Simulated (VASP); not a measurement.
A run of VASP 6.6.1:

File INCAR:

```
SYSTEM = PbO2
PREC = Accurate ; ENCUT = 600
EDIFF = 1E-6 ; ISMEAR = 0
SIGMA = 0.02 ; LREAL = .False.
LASPH = .True. ; NELM = 100
ALGO = Normal ; ISIF = 3
LWAVE = .False. ; LCHARG = .False.
GGA = PE ; IVDW = 12
IBRION = 2 ; NSW = 60
EDIFFG = -0.01 ; KPAR = 2
```

KPOINTS

```
regular mesh
0
Gamma
  6 6 8
  0 0 0
```

The input POSCAR:

```
PbO2
1.0
    4.9949598700      0.0000000000      0.0000000000
    0.0000000000      4.9949598700      0.0000000000
    0.0000000000      0.0000000000      3.4090009600
Pb O
2 4
Direct
    0.5000000000      0.5000000000      0.5000000000
    0.0000000000      0.0000000000      0.0000000000
    0.6925710400      0.6925710400      0.0000000000
    0.8074289600      0.1925710400      0.5000000000
    0.1925710400      0.8074289600      0.5000000000
    0.3074289600      0.3074289600      0.0000000000
```

Potentials or basis: VASP PAW PBE potentials, release 64 (Pb_d, O).

The run is started by

```bash
$ cat potpaw_PBE.64/Pb_d/POTCAR potpaw_PBE.64/O/POTCAR > POTCAR
$ mpirun -np 2 vasp_std > vasp.out
```

Hardware: 2 MPI ranks on AMD EPYC 9R14 (Zen 4) (shared host).

Task: How long does it take, and how much memory?

Result: It took 2.2 min on 2 MPI ranks on AMD EPYC 9R14 (Zen 4) (shared host), peak memory 0.28 GiB a rank. Counts: scf iterations 41, k points 50, ion steps 5.
